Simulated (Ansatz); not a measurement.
# Pd: the cost of one run

Computed with Ansatz 0.2.0 (DFT PBE, scalar-relativistic, plane waves, PAW, unless a step's input says otherwise).

## Step 1: The structure to begin with

It takes space group Im-3m (No. 229, cubic). Conventional cell: a = 3.145 Å, b = 3.145 Å, c = 3.145 Å, α = 90.00°, β = 90.00°, γ = 90.00°. Pd (site symmetry m-3m) is surrounded by 8 Pd at 2.72 Å.

As a file:

```cif
data_structure
_symmetry_space_group_name_H-M 'Im-3m'
_symmetry_Int_Tables_number 229
_cell_length_a 3.1446
_cell_length_b 3.1446
_cell_length_c 3.1446
_cell_angle_alpha 90.000
_cell_angle_beta 90.000
_cell_angle_gamma 90.000
_cell_volume 31.09
loop_
_atom_site_label
_atom_site_type_symbol
_atom_site_symmetry_multiplicity
_atom_site_Wyckoff_symbol
_atom_site_fract_x
_atom_site_fract_y
_atom_site_fract_z
_atom_site_occupancy
Pd1 Pd 2 a 0.00000 0.00000 0.00000 1
```

The structure comes from the Materials Project (structure only).

## Step 2: A distortion of lower symmetry

Against the listed cell: strain xx, yy, zz, yz, xz, xy = -1.7, -1.7, +7.3, -0.5, -0.5, +1.1 %.

Contents of input.yaml:

```yaml
crystal:
  lattice:
    - [-1.5368732319, 1.5196410321, 1.6865543831]
    - [1.5196410321, -1.5368732319, 1.6865543831]
    - [1.570457154, 1.570457154, -1.7037865828]
  atoms:
    - { symbol: Pd, position: [0.0, 0.0, 0.0] }
basis:
  ecutwfc: 420
kpoints:
  mp_grid: { grid: [16, 16, 16] }
hamiltonian:
  xc: pbe
scf:
  occupations: { method: gaussian, width: 0.1 }
output:
  forces: true
  stress: true
  eigenvalues: true
```

On the command line:

```
$ ansatz run input.yaml --threads 1 --pin off --max-ram 1331MiB --backend cpu --events-out ev --progress --plain --runs-dir out
```

Q: Estimate wall time and peak memory on 1 thread of an x86-64 CPU, shared host.

About 27 s, with a peak of 0.51 GiB.
